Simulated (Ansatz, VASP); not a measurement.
# AlN in VASP and in Ansatz

```
CELL_PARAMETERS angstrom
6.25951 0.00000 0.00000
-3.12976 5.42090 0.00000
0.00000 0.00000 5.01740
ATOMIC_POSITIONS crystal
Al 0.33333 0.16667 0.49924
Al 0.16667 0.33333 0.99924
Al 0.33333 0.66667 0.49924
Al 0.16667 0.83333 0.99924
Al 0.83333 0.16667 0.49924
Al 0.66667 0.33333 0.99924
Al 0.83333 0.66667 0.49924
Al 0.66667 0.83333 0.99924
N 0.33333 0.16667 0.88076
N 0.16667 0.33333 0.38076
N 0.33333 0.66667 0.88076
N 0.16667 0.83333 0.38076
N 0.83333 0.16667 0.88076
N 0.66667 0.33333 0.38076
N 0.83333 0.66667 0.88076
N 0.66667 0.83333 0.38076
```

The cell is a database's computed one.

Alike in both runs: task relaxation of the atoms; functional PBE; k mesh 2 × 2 × 3; no spin polarisation.

|  | VASP | Ansatz |
| --- | --- | --- |
| version | VASP 6.6.1 | Ansatz 0.2.0 |
| potentials or method | VASP PAW PBE potentials, release 64 (Al, N) | plane-wave PAW DFT |
| plane-wave cutoff (eV) | 520 | 420 |
| occupations | gaussian, width 0.01 eV | fixed |
| valence electrons in the cell | 64 | 64 |

```csv
,VASP,Ansatz,Ansatz less VASP
"gap on the k mesh at the Fermi level, each at its own relaxed structure (eV)",4.04,4.03,-0.009
```

Caveats: the k mesh is coarse (spacing up to 0.58 Å⁻¹), so the values aren't converged; the relaxation stopped at its first step, so nothing moved.
